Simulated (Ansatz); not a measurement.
This Ge structure is the end of a relaxation. The cell was found from a structure generator's guess, not taken from experiment.

Method: DFT PBE, scalar-relativistic, plane waves, PAW in Ansatz. Cutoff 420 eV, Γ-centred mesh, Gaussian smearing, no spin polarisation.

```
Ge
1.0
    -2.60026    2.60026    1.42719
     2.60026   -2.60026    1.42719
     2.60026    2.60026   -1.42719
Ge
2
Direct
  0.75000 0.25000 0.50000
  0.00000 0.00000 0.00000
```

Energies count from the standard state of Ge at the same level.

Problem. What space group does it have?

Solution. I4_1/amd (No. 141), the beta-tin type. Conventional cell: a = 5.201 Å, c = 2.854 Å. Ge has 6 Ge at 2.70–2.85 Å.

Problem. How far does it lie from the standard state of Ge?

Solution. +0.23 eV/atom. It lies above the standard state, so it could only be metastable.

Problem. Is it a metal?

Solution. Yes, bands cross the Fermi level on the 22×22×22 mesh.

The last run used a 22×22×22 mesh for its 2-atom cell and Gaussian smearing of 0.10 eV. A structure relaxed within its symmetry needn't be a true minimum.
